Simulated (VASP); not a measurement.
ZnSn2N2: single point with PBE

The system is ZnSn2N2.

```
Sn Zn N
1.0
     3.35233    0.00000    0.00000
     0.00000    3.35233    0.00000
     0.00000    0.00000    8.06421
Sn Zn N
2 1 2
Direct
  0.50000 0.50000 0.30583
  0.50000 0.50000 0.69417
  0.00000 0.00000 0.00000
  0.00000 0.50000 0.85419
  0.50000 0.00000 0.14581
```

The cell comes from a database or a generator and needn't be the stable form of this composition.

| Item | Value |
| --- | --- |
| Program | VASP 6.6.1 |
| Task | single point |
| Functional | PBE |
| Potentials or basis | VASP PAW PBE potentials, release 64 (Sn_d, Zn, N) |
| Cutoff | 520 eV |
| k mesh | 8 × 8 × 4 |
| Occupations | fermi-dirac, width 0.05 eV |
| Spin | no spin polarisation |

| Quantity | Value |
| --- | --- |
| Pressure | -0.3 GPa |
| Largest force | 0.069 eV/Å |
| Band gap on the k mesh | none (metal or under the smearing width) |

Forces on the atoms (eV/Å):
```
Sn   0.000  0.000  0.069
Sn   0.000  0.000 -0.069
Zn   0.000  0.000  0.000
N    0.000  0.000  0.028
N    0.000  0.000 -0.028
```

Stress tensor (GPa, compression positive):
```
-0.11  0.00  0.00
 0.00 -0.11  0.00
 0.00  0.00 -0.59
```

Levels at points of the mesh, in eV from the Fermi level:
```csv
k point,band 21,band 22,band 23,band 24,band 25,band 26,band 27,band 28,band 29,band 30
"(0.00, 0.00, 0.00)",-2.58,-2.58,-1.02,-1.02,0.43,0.83,3.34,5.66,5.66,6.24
"(0.50, 0.00, 0.00)",-3.39,-1.87,-1.83,-0.84,-0.44,-0.22,2.04,4.50,5.96,6.36
"(0.50, 0.50, 0.00)",-3.46,-3.46,-2.83,-2.20,-1.10,-1.10,1.49,4.12,4.14,4.14
"(0.00, 0.00, 0.50)",-2.55,-2.03,-1.06,-1.06,-1.04,1.80,3.58,5.85,5.85,6.45
"(0.50, 0.00, 0.50)",-3.25,-2.90,-1.83,-1.06,-0.84,0.64,2.70,3.96,5.90,6.30
"(0.50, 0.50, 0.50)",-3.56,-3.56,-2.85,-2.04,-0.81,-0.81,1.10,3.21,3.21,4.44
```

Wall time 2.6 min on 1 thread of Intel(R) Xeon(R) Platinum 8259CL CPU @ 2.50GHz (Skylake/Cascade Lake) (shared host), peak memory 0.28 GiB.
